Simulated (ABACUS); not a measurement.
Write an ASE script for ABACUS 3.10.1 that does the following.

* Task: single point
* Functional: PBE
* Potentials or basis: PseudoDojo NC SR 0.5 PBE stringent
* Cutoff: 1796 eV
* Density cutoff: 7184 eV
* Basis: plane waves
* k mesh: 7 × 7 × 7
* Occupations: fermi-dirac, width 0.05 eV
* Spin: no spin polarisation
* Radial cutoff of the potentials (pseudo_rcut): 10 bohr
* SCF threshold on the density: 1e-08
* Max SCF steps: 100
* Eigensolver: dav
* Mixing: broyden
* Mixing share: 0.7
* Symmetry key: 1
* Bands: 29

The structure of HfO2 lies in POSCAR:

```
HfO2
1.0
    0.0000000000      2.5575000000      2.5575000000
    2.5575000000      0.0000000000      2.5575000000
    2.5575000000      2.5575000000      0.0000000000
Hf O
1 2
Direct
    0.0000000000      0.0000000000      0.0000000000
    0.7500000000      0.7500000000      0.7500000000
    0.2500000000      0.2500000000      0.2500000000
```

Measurements of this composition are mostly on another form, of space group No. 14.

These files were run (other wordings do the same):

run_abacus.py

```python
"""ABACUS run from a structure file: ASE reads it, the script writes STRU, KPT and INPUT."""
import re
import subprocess
from ase.io import read
from ase.units import Bohr

atoms = read("POSCAR")
atoms = atoms[(-atoms.numbers).argsort(kind="stable")]  # ABACUS lists atoms element by element
pseudo = {'Hf': 'Hf.upf', 'O': 'O.upf'}
orbital = {}
magmoms = None
kmesh = [7, 7, 7]
params = {
    'suffix': 'HfO2',
    'calculation': 'scf',
    'basis_type': 'pw',
    'pseudo_dir': './',
    'symmetry': 1,
    'dft_functional': 'pbe',
    'ecutwfc': 132,
    'pseudo_rcut': 10,
    'nspin': 1,
    'nbands': 29,
    'ks_solver': 'dav',
    'smearing_method': 'fd',
    'smearing_sigma': 0.00367493,
    'scf_thr': 1e-08,
    'scf_nmax': 100,
    'mixing_type': 'broyden',
    'mixing_beta': 0.7,
    'cal_force': 1,
    'cal_stress': 1,
    'out_chg': 1,
    'kpar': 4,
}

symbols = atoms.get_chemical_symbols()
elements = list(dict.fromkeys(symbols))
lines = ["ATOMIC_SPECIES"] + [f"{e} {atoms.get_masses()[symbols.index(e)]:.4f} {pseudo[e]}" for e in elements]
if orbital:
    lines += ["", "NUMERICAL_ORBITAL"] + [orbital[e] for e in elements]
lines += ["", "LATTICE_CONSTANT", f"{1 / Bohr:.10f}", "", "LATTICE_VECTORS"]
lines += [" ".join(f"{x:.10f}" for x in v) for v in atoms.cell]
lines += ["", "ATOMIC_POSITIONS", "Direct"]
for e in elements:
    lines += ["", e, "0.0", str(symbols.count(e))]
    for i, p in enumerate(atoms.get_scaled_positions(wrap=False)):
        if symbols[i] == e:
            mag = "" if magmoms is None else " mag " + " ".join(str(x) for x in (magmoms[i] if isinstance(magmoms[i], list) else [magmoms[i]]))
            lines.append(" ".join(f"{x:.10f}" for x in p) + " 1 1 1" + mag)
open("STRU", "w").write("\n".join(lines) + "\n")
open("KPT", "w").write("K_POINTS\n0\nGamma\n%d %d %d 0 0 0\n" % tuple(kmesh))
open("INPUT", "w").write("INPUT_PARAMETERS\n" + "".join(f"{k:<20s}{v}\n" for k, v in params.items()))

done = subprocess.run(['mpirun', '-np', '4', 'abacus'])
if done.returncode:
    raise SystemExit(done.returncode)
log = open("OUT.HfO2/running_scf.log").read()
print("final energy (eV):", re.findall(r"FINAL_ETOT_IS (\S+)", log))
```

Potentials or basis: PseudoDojo NC SR 0.5 PBE stringent, plane waves.

Launch:

```bash
$ OMP_NUM_THREADS=1 python run_abacus.py > log
```

It gave:

```yaml
Pressure: -3.2 GPa
Band_gap_on_the_k_mesh: 3.90 eV, indirect (least direct gap 4.07 eV)
```

Caveat: spin-orbit coupling is left out, which moves the levels of the heavy elements; an odd mesh through Γ misses points on the zone boundary, where band edges often lie.

Wall time 18 s on 4 MPI ranks on Intel(R) Xeon(R) 6975P-C (Granite Rapids), on a shared host, peak memory 0.6 GiB a rank.
